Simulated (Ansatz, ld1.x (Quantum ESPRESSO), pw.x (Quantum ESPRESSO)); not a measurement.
## nitrogen (N) (sc): variants of one RRKJ potential in the solid

```json
{
  "Element": "nitrogen (N)",
  "Generator": "ld1.x (Quantum ESPRESSO) 7.5",
  "Type": "norm-conserving RRKJ (Kleinman–Bylander form)",
  "Functional": "PBE",
  "Relativity": "scalar-relativistic",
  "Frozen core": "[He]",
  "Valence charge": "5",
  "Reference configuration": "2s2 2p2.5 (charge +0.5)",
  "Partial waves": "2s (bound): rc 1.05 bohr; 2p (bound): rc 2.00 bohr; 3d channel at 0.05 Ry: rc 1.60 bohr",
  "Local potential": "all-electron potential smoothed inside 1.30 bohr (lloc = -1)",
  "Core correction": "none",
  "rho0": "0.005"
}
```

Crystal test: sc N in pw.x 7.5, no spin, 17³ k-points, Fermi–Dirac smearing 0.01 Ry, cutoffs set for each file from its atomic test. The reference is all-electron LAPW (Ansatz 0.2.0) with the same functional, mesh and smearing; V0 and B0 come from Birch–Murnaghan fits to the pressures at five volumes. Errors are pseudo minus all-electron; Δ is the rms difference of the E(V) curves that follow from these fits, minima aligned, over ±6 % about the mean V0. Mesh and smearing are coarse, so the numbers serve the comparison and aren't converged zero-temperature values; the lattice is a test structure that the element need not adopt. Spin polarisation is left out.

All-electron: a0 = 1.866 Å (V0 = 6.50 Å³/atom), B0 = 181.9 GPa.

Base: The largest radius (2.00 bohr) exceeds half the bond length (1.78 bohr), so the spheres overlap, which is one possible source of error among others. Atomic configuration tests: 1 of 7 tests not solved or not reliable.

| change | cutoffs (Ry) | pw.x | a0 (Å) | a0 error (%) | B0 error (%) | Δ (meV/atom) | mean pressure error (GPa) |
| --- | --- | --- | --- | --- | --- | --- | --- |
| base | 135/540 | converged | 1.873 | +0.35 | -4.7 | 2.6 | +1.92 |
| wave 3d channel at 0.05 Ry: rc 1.60 bohr becomes 3d channel at -0.13 Ry: rc 1.60 bohr | 135/540 | converged | 1.873 | +0.35 | -4.7 | 2.6 | +1.91 |
| wave 3d channel at 0.05 Ry: rc 1.60 bohr becomes 3d channel at 0.79 Ry: rc 1.60 bohr | 135/540 | converged | 1.873 | +0.36 | -4.7 | 2.7 | +1.96 |
| wave 3d channel at 0.05 Ry: rc 1.60 bohr becomes 3d channel at 1.88 Ry: rc 1.60 bohr | 135/540 | converged | 1.873 | +0.37 | -4.6 | 2.8 | +2.04 |
| wave 3d channel at 0.05 Ry: rc 1.60 bohr becomes 3d channel at 5.34 Ry: rc 1.60 bohr | 135/540 | converged | 1.874 | +0.44 | -4.2 | 3.3 | +2.38 |
